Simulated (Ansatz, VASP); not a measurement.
## P: VASP beside Ansatz

```xyz
2
Lattice="3.1437 0.0000 0.0000 -1.5718 2.7225 0.0000 0.0000 0.0000 3.1094" Properties=species:S:1:pos:R:3 pbc="T T T"
P     0.0000    1.8150    0.7773
P     1.5718    0.9075    2.3320
```

Alike in both runs: functional PBE; k mesh 17 × 17 × 9; occupations fermi-dirac, width 0.05 eV; no spin polarisation.

Ansatz relaxed the structure, and its values are those at the end. VASP's run is a single point on that final structure, the one shown.

|  | VASP | Ansatz |
| --- | --- | --- |
| version | VASP 6.6.1 | Ansatz 0.2.0 |
| potentials or method | VASP PAW PBE potentials, release 64 (P), cutoff 520 eV | all-electron LAPW, scalar-relativistic |

Ansatz gave:

```
pressure (GPa) : 15.0
```

Q: What did VASP give for the same quantities?

A: Pressure (GPa): 14.6.

Ansatz ran all-electron here, so the differences hold the error of VASP's frozen core and of both bases.
